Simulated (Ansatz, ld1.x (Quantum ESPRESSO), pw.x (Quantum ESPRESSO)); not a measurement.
# pw.x on sc H: one setting changed

Potential: PAW, ld1.x (Quantum ESPRESSO) 7.5, PBE; core none, reference 1s1; waves: 1s (bound): rcut 1.20, rcutus 1.60 bohr; 1s channel at 1.4 Ry: rcut 1.20, rcutus 1.60 bohr; 2p channel at -0.2 Ry: rcut 1.05, rcutus 1.40 bohr; local part: all-electron potential smoothed inside 1.35 bohr (lloc = -2); core correction: none; augmentation: PSQ, inside the norm-conserving radii.

The reference run (k-mesh 18³, cutoffs 40/380 Ry, Fermi–Dirac 0.01 Ry, mixing_beta 0.4, conv_thr 1e-9, no spin) gives 1.80 GPa at 3.057 Å³/atom, where all-electron LAPW gives 1.13 GPa. This run, with its own iteration cap, changes k-mesh points per axis to 4.

```
&control
  calculation='scf', prefix='x', pseudo_dir='./', outdir='./tmp', tstress=.true., disk_io='none'
/
&system
  ibrav=0, nat=1, ntyp=1, ecutwfc=40, ecutrho=380, nbnd=7,
  occupations='smearing', smearing='fd', degauss=0.01
/
&electrons
  conv_thr=1e-09, mixing_beta=0.4, electron_maxstep=50
/
ATOMIC_SPECIES
H 1.0 H.UPF
CELL_PARAMETERS angstrom
  1.45132657 0.00000000 0.00000000
  0.00000000 1.45132657 0.00000000
  0.00000000 0.00000000 1.45132657
ATOMIC_POSITIONS crystal
H 0.0000 0.0000 0.0000
K_POINTS automatic
4 4 4 0 0 0
```

```bash
pw.x < H.scf.in > H.scf.out
```

Q: How does the run end?

A: It converges in 5 iterations; the free energy moves by -116.4 meV/atom and the pressure by -2.74 GPa.

```
Message from routine setup:
     using ibrav=0 with symmetry is DISCOURAGED, use correct ibrav instead
     lattice parameter (alat)  =       2.7426  a.u.
     unit-cell volume          =      20.6297 (a.u.)^3
     number of electrons       =         1.00
     number of Kohn-Sham states=            7
     kinetic-energy cutoff     =      40.0000  Ry
     charge density cutoff     =     380.0000  Ry
     scf convergence threshold =      1.0E-09
     Exchange-correlation= SLA  PW   PBX  PBC
     number of k points=    10  Fermi-Dirac smearing, width (Ry)=  0.0100
     iteration #  1     ecut=    40.00 Ry     beta= 0.40
     total energy              =      -1.09464200 Ry
     estimated scf accuracy    <       0.00023883 Ry
     iteration #  2     ecut=    40.00 Ry     beta= 0.40
     total energy              =      -1.09461764 Ry
     estimated scf accuracy    <       0.00008851 Ry
     iteration #  3     ecut=    40.00 Ry     beta= 0.40
     total energy              =      -1.09461936 Ry
     estimated scf accuracy    <       0.00000001 Ry
     iteration #  4     ecut=    40.00 Ry     beta= 0.40
     total energy              =      -1.09461935 Ry
     estimated scf accuracy    <          5.5E-09 Ry
     iteration #  5     ecut=    40.00 Ry     beta= 0.40
     the Fermi energy is     4.8484 ev
!    total energy              =      -1.09461935 Ry
     estimated scf accuracy    <          3.9E-11 Ry
     smearing contrib. (-TS)   =      -0.00168960 Ry
     The total energy is F=E-TS. E is the sum of the following terms:
     one-electron contribution =       0.58255748 Ry
     hartree contribution      =       0.02668878 Ry
     xc contribution           =      -0.66758579 Ry
     ewald contribution        =      -1.03452469 Ry
     one-center paw contrib.   =      -0.00006553 Ry
     convergence has been achieved in   5 iterations
          total   stress  (Ry/bohr**3)                   (kbar)     P=       -9.37
     Message from routine punch:
     Nothing written, as per user request (disk_io='none')
```

The run took about 0.5 s on one core of a shared host (Neoverse-V1, 32 threads, 247 GiB, load 17).
